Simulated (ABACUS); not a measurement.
The system is Al2O3 (Corundum).

```
Al O
1.0
     2.38025    1.37424    4.33187
    -2.38025    1.37424    4.33187
     0.00000   -2.74848    4.33187
Al O
4 6
Direct
  0.85216 0.85216 0.85216
  0.64784 0.64784 0.64784
  0.14784 0.14784 0.14784
  0.35216 0.35216 0.35216
  0.05668 0.75000 0.44332
  0.75000 0.44332 0.05668
  0.44332 0.05668 0.75000
  0.94332 0.25000 0.55668
  0.25000 0.55668 0.94332
  0.55668 0.94332 0.25000
```

- Program: ABACUS 3.10.1
- Task: single point
- Functional: PBE
- Potentials or basis: PseudoDojo NC SR 0.4.1 PBE standard
- Cutoff: 1143 eV
- Density cutoff: 4572 eV
- Basis: plane waves
- k mesh: 7 × 7 × 7
- Occupations: fermi-dirac, width 0.05 eV
- Spin: no spin polarisation

On this cell: pressure 6.0 GPa; largest force 0.052 eV/Å; band gap on the k mesh 6.27 eV, direct.

The same run follows on a disturbed copy (atoms moved at random, drawn with an rms of 0.05 Å):

```xyz
10
Lattice="2.3803 1.3742 4.3319 -2.3803 1.3742 4.3319 0.0000 -2.7485 4.3319" Properties=species:S:1:pos:R:3 pbc="T T T"
Al   -0.0205   -0.0100   11.0659
Al    0.0016   -0.0146    8.4324
Al    0.0072    0.0351    1.9340
Al   -0.0008   -0.0181    4.5955
O    -1.6245   -0.1037    5.4017
O     0.7295    1.5010    5.4725
O     0.9547   -1.3794    5.4668
O     1.5858    0.0726    7.5546
O    -0.7465   -1.5241    7.5806
O    -0.9627    1.3782    7.5985
```

What does the disturbed cell give?

The energy moves by +16.7 meV/atom; pressure 6.8 GPa; largest force 1.301 eV/Å; band gap on the k mesh 6.13 eV, direct.

Forces in eV/Å, atoms in the order of the input:
```
Al   0.396  0.121  0.475
Al  -0.296  0.013 -0.163
Al  -0.247 -0.914  0.209
Al   0.222  0.269 -0.174
O   -0.596  0.076  0.475
O   -0.188 -0.492 -0.925
O   -0.531  0.366 -1.131
O    0.977  0.339  0.390
O    0.017  0.749  0.485
O    0.244 -0.528  0.359
```

Stress tensor (GPa, compression positive):
```
 8.06  0.37 -0.83
 0.37  5.80 -0.64
-0.83 -0.64  6.64
```

Caveats: there are fewer bands than atomic start orbitals, so a level may be missed at k points of high symmetry; an odd mesh through Γ misses points on the zone boundary, where band edges often lie.
